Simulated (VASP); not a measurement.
# CaSe: convergence, RPA pressure from two volumes

CaSe, Fm-3m (no. 225), 2 atoms in the cell. PBE, RPA total energies; PAW potentials Se_GW, Ca_sv_GW (PBE set). VASP 6.6.1.

Wanted: pressure from correlation alone within 0.3 GPa.

Long-wave limit: k.p perturbation theory (LOPTICS); k mesh of the exchange step: 6 × 6 × 6; Volumes (share of the given one): 0.97, 1.03.

## k mesh of the correlation step

| k mesh of the correlation step | Pressure from correlation alone (GPa) | Time (s) |
|---|---|---|
| 2x2x2 | -10.81 | 36 |
| 3x3x3 | -4.85 | 54 |
| 4x4x4 | -5.66 | 123 |
| 5x5x5 (reference) | -5.96 | 269 |

Chosen: 5x5x5; the next looser run is off by more than half of the tolerance, so convergence isn't shown beyond this value.

## The input

INCAR.step1:
```
SYSTEM = CaSe
  ISMEAR = 0
  SIGMA = 0.05
  EDIFF = 1E-8
  PREC = Accurate
  LASPH = .TRUE.
  LREAL = .FALSE.
  LCHARG = .FALSE.
  ENCUT = 250
  GGA = PE
  LWAVE = .TRUE.
  ALGO = Normal
  KPAR = 8
```

INCAR.step2, as INCAR.step1 but for:
```
- LWAVE = .TRUE.
- ALGO = Normal
+ ALGO = Eigenval
+ NELM = 1
+ LWAVE = .FALSE.
+ PRECFOCK = Fast
+ LHFCALC = .TRUE.
+ AEXX = 1.0
+ ALDAC = 0.0
+ AGGAC = 0.0
+ HFRCUT = -1
```

INCAR.step3:
```
SYSTEM = CaSe
  ISMEAR = 0
  SIGMA = 0.05
  EDIFF = 1E-8
  PREC = Accurate
  LASPH = .TRUE.
  LREAL = .FALSE.
  LCHARG = .FALSE.
  ENCUT = 250
  GGA = PE
  ALGO = ACFDT
  NOMEGA = 12
  LWAVE = .FALSE.
  PRECFOCK = Fast
  LOPTICS = .TRUE.
```

KPOINTS.step1:
```
k-points
0
Gamma
  6 6 6
```

KPOINTS.step3:
```
Automatic mesh
0
Gamma
  5 5 5
  0 0 0
```

POSCAR.step1:
```
CaSe
1.0
    0.0000000000      2.9261393726      2.9261393726
    2.9261393726      0.0000000000      2.9261393726
    2.9261393726      2.9261393726      0.0000000000
Se Ca
1 1
Direct
    0.5000000000      0.5000000000      0.5000000000
    0.0000000000      0.0000000000      0.0000000000
```

POSCAR.step4:
```
CaSe
1.0
    0.0000000000      2.9852692303      2.9852692303
    2.9852692303      0.0000000000      2.9852692303
    2.9852692303      2.9852692303      0.0000000000
Se Ca
1 1
Direct
    0.5000000000      0.5000000000      0.5000000000
    0.0000000000      0.0000000000      0.0000000000
```

Commands (each step's output is kept before the next begins):
```
cat potpaw_PBE.64/Se_GW/POTCAR potpaw_PBE.64/Ca_sv_GW/POTCAR > POTCAR
cp INCAR.step1 INCAR
cp KPOINTS.step1 KPOINTS
cp POSCAR.step1 POSCAR
mpirun -np 8 vasp_std > vasp.out
cp INCAR.step2 INCAR
mpirun -np 8 vasp_std > vasp.out
rm WAVECAR CHG
cp INCAR.step3 INCAR
cp KPOINTS.step3 KPOINTS
mpirun -np 8 vasp_std > vasp.out
rm WAVECAR CHG WAVEDER
cp INCAR.step1 INCAR
cp KPOINTS.step1 KPOINTS
cp POSCAR.step4 POSCAR
mpirun -np 8 vasp_std > vasp.out
cp INCAR.step2 INCAR
mpirun -np 8 vasp_std > vasp.out
rm WAVECAR CHG
cp INCAR.step3 INCAR
cp KPOINTS.step3 KPOINTS
mpirun -np 8 vasp_std > vasp.out
```

Limits: The plane-wave cutoff lies under the usual one for these potentials, so absolute numbers hold a basis-set error.

The chosen input took VASP 6.6.1 269 s on 8 cores (AMD EPYC 9R45 (Zen 5)), a shared host.
